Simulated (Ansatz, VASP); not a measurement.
## Two plane-wave programs on SnSe

File INCAR:

```
SYSTEM = SnSe
PREC = Accurate
ENCUT = 520
EDIFF = 1E-8
ISMEAR = -1
SIGMA = 0.02
LREAL = .False.
LASPH = .True.
NELM = 100
ALGO = Normal
ISIF = 2
LWAVE = .False.
LCHARG = .False.
GGA = PE
LEFG = .True.
NBANDS = 17
```

KPOINTS

```
Automatic mesh
0
Gamma
  9 9 9
  0 0 0
```

Contents of POSCAR:

```
SnSe
1.0
    0.0000000000      3.0405591592      2.9498000000
    3.0405591592      0.0000000000      2.9498000000
    3.0405591592      3.0405591592      0.0000000000
Sn Se
1 1
Direct
    0.0000000000      0.0000000000      0.0000000000
    0.5000000000      0.5000000000      0.5000000000
```

Input for Ansatz:

```yaml
crystal:
  lattice:
    - [0.0, 3.0405591592, 2.9498]
    - [3.0405591592, 0.0, 2.9498]
    - [3.0405591592, 3.0405591592, 0.0]
  atoms:
    - { symbol: Sn, position: [0.0, 0.0, 0.0] }
    - { symbol: Se, position: [0.5, 0.5, 0.5] }
kpoints:
  mp_grid: { grid: [9, 9, 9] }
scf:
  occupations: { method: fermi_dirac, width: 0.02 }
hamiltonian:
  xc: pbe
  pseudopotentials: { kind: paw }
output:
  forces: true
  stress: true
  eigenvalues: true
  efg: { contact_densities: true }
```

Change from the starting cell: z stretched by -2 % at fixed volume, PAW files.

Alike in both runs: task electric field gradients; functional PBE; k mesh 9 × 9 × 9; occupations fermi-dirac, width 0.02 eV; no spin polarisation.

|  | VASP | Ansatz |
| --- | --- | --- |
| version | VASP 6.6.1 | Ansatz 0.2.0 |
| potentials or method | VASP PAW PBE potentials, release 64 (Sn_d, Se) | PAW with Ansatz's default frozen-core files, scalar-relativistic |
| plane-wave cutoff (eV) | 520 | 420 |
| valence electrons in the cell | 20 | 30 |

|  | VASP | Ansatz | Ansatz less VASP |
| --- | --- | --- | --- |
| pressure (GPa) | 1.2 | 1.2 | 0.00 |
| largest component of the traceless stress (GPa) | 2.62 | 2.61 | -0.010 |
| Vzz of the field gradient on the site that differs most (V/Å²) | -43.2 | -44.0 | -0.85 |

The two sets of potentials don't hold the same shells in valence. Ansatz warned: «gradients_without_spin_orbit».

Caveats: spin-orbit coupling is left out, which moves the levels of the heavy elements; an odd mesh through Γ misses points on the zone boundary, where band edges often lie.
